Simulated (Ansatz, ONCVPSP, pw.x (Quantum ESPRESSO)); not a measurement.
## What a changed setting does to a pw.x run (bcc La)

Potential: optimised norm-conserving Vanderbilt (ONCV), ONCVPSP 4.0.1.1 (patched build), PBE; core [Kr] 4d10, reference 5s2 5p6 5d1 6s2; waves: 5s+6s: rc 2.55 bohr, ncon 5, nbas 10, qcut 5.9 1/bohr, 2 projectors; 5p: rc 2.35 bohr, ncon 4, nbas 8, qcut 5.3 1/bohr, 3 projectors, debl 2.5 Ha; 5d: rc 2.85 bohr, ncon 4, nbas 7, qcut 3.5 1/bohr, 2 projectors, debl 0.4 Ha; f scattering state at 0.36 Ha: rc 2.25 bohr, ncon 4, nbas 7, qcut 4.8 1/bohr, 2 projectors, debl 3.2 Ha; local part: polynomial inside 2.00 bohr (lpopt 5, dvloc0 0 Ha); core correction: Teter function, fcfact 1.1, rcfact 1.35. In the f channel the program set the typed energies aside and used -0.160, 3.040 Ha.

The reference run (k-mesh 11³, cutoffs 50/200 Ry, Fermi–Dirac 0.01 Ry, mixing_beta 0.4, conv_thr 1e-9, no spin) gives 0.41 GPa at 37.811 Å³/atom, where all-electron LAPW gives 0.21 GPa. This run, with its own iteration cap, changes k-mesh points per axis to 8.

```
&control
  calculation='scf', prefix='x', pseudo_dir='./', outdir='./tmp', tstress=.true., disk_io='none'
/
&system
  ibrav=0, nat=1, ntyp=1, ecutwfc=50, ecutrho=200, nbnd=13,
  occupations='smearing', smearing='fd', degauss=0.01
/
&electrons
  conv_thr=1e-09, mixing_beta=0.4, electron_maxstep=50
/
ATOMIC_SPECIES
La 1.0 La.UPF
CELL_PARAMETERS angstrom
  -2.11439468 2.11439468 2.11439468
  2.11439468 -2.11439468 2.11439468
  2.11439468 2.11439468 -2.11439468
ATOMIC_POSITIONS crystal
La 0.0000 0.0000 0.0000
K_POINTS automatic
8 8 8 0 0 0
```

```bash
pw.x < La.scf.in > La.scf.out
```

Task: How does the run end?

Result: It converges in 8 iterations; the free energy moves by -5.0 meV/atom and the pressure by -0.18 GPa.

```
Message from routine setup:
     using ibrav=0 with symmetry is DISCOURAGED, use correct ibrav instead
     lattice parameter (alat)  =       6.9206  a.u.
     unit-cell volume          =     255.1613 (a.u.)^3
     number of electrons       =        11.00
     number of Kohn-Sham states=           13
     kinetic-energy cutoff     =      50.0000  Ry
     charge density cutoff     =     200.0000  Ry
     scf convergence threshold =      1.0E-09
     Exchange-correlation= PBE
     number of k points=    29  Fermi-Dirac smearing, width (Ry)=  0.0100
     iteration #  1     ecut=    50.00 Ry     beta= 0.40
     c_bands:  1 eigenvalues not converged
     c_bands:  2 eigenvalues not converged
     c_bands:  1 eigenvalues not converged
     [... 4 repeated lines left out ...]
     total energy              =     -64.68697477 Ry
     estimated scf accuracy    <       0.00236125 Ry
     iteration #  2     ecut=    50.00 Ry     beta= 0.40
     [... 1 repeated lines left out ...]
     total energy              =     -64.68703180 Ry
     estimated scf accuracy    <       0.00037737 Ry
     iteration #  3     ecut=    50.00 Ry     beta= 0.40
     [... 8 repeated lines left out ...]
     total energy              =     -64.68710806 Ry
     estimated scf accuracy    <       0.00002600 Ry
     [... 2 iterations left out ...]
     iteration #  6     ecut=    50.00 Ry     beta= 0.40
     [... 1 repeated lines left out ...]
     total energy              =     -64.68711398 Ry
     estimated scf accuracy    <          9.0E-09 Ry
     iteration #  7     ecut=    50.00 Ry     beta= 0.40
     total energy              =     -64.68711398 Ry
     estimated scf accuracy    <          1.8E-09 Ry
     iteration #  8     ecut=    50.00 Ry     beta= 0.40
     the Fermi energy is    10.9306 ev
!    total energy              =     -64.68711398 Ry
     estimated scf accuracy    <          4.3E-12 Ry
     smearing contrib. (-TS)   =      -0.00978521 Ry
     The total energy is F=E-TS. E is the sum of the following terms:
     one-electron contribution =      -6.94572307 Ry
     hartree contribution      =       7.52167043 Ry
     xc contribution           =     -10.14962623 Ry
     ewald contribution        =     -55.10364991 Ry
     convergence has been achieved in   8 iterations
          total   stress  (Ry/bohr**3)                   (kbar)     P=        2.26
     Message from routine punch:
     Nothing written, as per user request (disk_io='none')
```

The run took about 10 s on one core of a shared host (Intel(R) Xeon(R) Platinum 8175M CPU @ 2.50GHz, 96 threads, 755 GiB, load 38).
